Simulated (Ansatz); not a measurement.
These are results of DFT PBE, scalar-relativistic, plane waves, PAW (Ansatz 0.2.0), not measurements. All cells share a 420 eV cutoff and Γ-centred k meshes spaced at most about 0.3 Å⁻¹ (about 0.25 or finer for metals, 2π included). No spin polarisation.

Each guess is relaxed in cell and atoms at zero pressure, on a coarse mesh first where it starts far from rest and then on a converged one. The steps can't lower the symmetry of the start, but it can rise. Energies are static (0 K, no zero-point motion).

Two unrelaxed guesses for AlH:

Guess 1.

```cif
data_structure
_symmetry_space_group_name_H-M 'R-3m:H'
_symmetry_Int_Tables_number 166
_cell_length_a 2.9938
_cell_length_b 2.9938
_cell_length_c 7.3988
_cell_angle_alpha 90.000
_cell_angle_beta 90.000
_cell_angle_gamma 120.000
_cell_volume 57.43
loop_
_atom_site_label
_atom_site_type_symbol
_atom_site_symmetry_multiplicity
_atom_site_Wyckoff_symbol
_atom_site_fract_x
_atom_site_fract_y
_atom_site_fract_z
_atom_site_occupancy
Al1 Al 3 a 0.00000 0.00000 0.00000 1
H1 H 3 b 0.33333 0.66667 0.16667 1
```

Guess 2.

```cif
data_structure
_symmetry_space_group_name_H-M 'R3m:H'
_symmetry_Int_Tables_number 160
_cell_length_a 3.1344
_cell_length_b 3.1344
_cell_length_c 15.3090
_cell_angle_alpha 90.000
_cell_angle_beta 90.000
_cell_angle_gamma 120.000
_cell_volume 130.25
loop_
_atom_site_label
_atom_site_type_symbol
_atom_site_symmetry_multiplicity
_atom_site_Wyckoff_symbol
_atom_site_fract_x
_atom_site_fract_y
_atom_site_fract_z
_atom_site_occupancy
Al1 Al 3 a 0.00000 0.00000 0.26374 1
Al2 Al 3 a 0.00000 0.00000 0.13306 1
H1 H 3 a 0.00000 0.00000 0.00000 1
H2 H 3 a 0.33333 0.66667 0.19415 1
```

Problem. Do they relax into the same structure? If not, which is lower?

Solution. No. Guess 2 ends lower, by 85 meV/atom. Guess 1: R-3m at 9.6 Å³/atom → Fm-3m (rock salt type) at 9.5 Å³/atom; Guess 2: R3m at 10.9 Å³/atom → R3m at 10.9 Å³/atom. Counting H atoms around Al (those within 1.25 times the shortest such distance or 1.15 times the sum of covalent radii; a slash parts the counts of unlike sites), the end of guess 1 has Al 6 and the end of guess 2 has Al 1/6. End of guess 1. Conventional cell: a = 4.234 Å. Al has 6 H at 2.12 Å; around H lie 6 Al at 2.12 Å. End of guess 2. Conventional cell: a = 3.076 Å, c = 16.031 Å. Around Al on its first site lie 6 H at 1.89–1.93 Å; Al on its second site has 1 H at 1.81 Å; H on its first site is surrounded by 1 Al at 1.81 Å, 3 Al at 1.93 Å and 3 H at 2.26 Å; 1 more site not described.

Cells without such a test can be saddle points. Shaken at random and relaxed again, the end of guess 1 falls into a cell with space group C2/m (No. 12), 86 meV/atom lower, so it is a saddle point or a shallow minimum. Neither end is the lowest form computed: that has space group Fmmm (No. 69) and lies 104 meV/atom below the better end. Even the lowest of the cells shown lies +0.32 eV/atom against the elements. With hydrogen, zero-point motion can shift such differences by 10 meV/atom or more. Some structure types and database cells were kept out of the candidates from the start, so a known form may be missing.
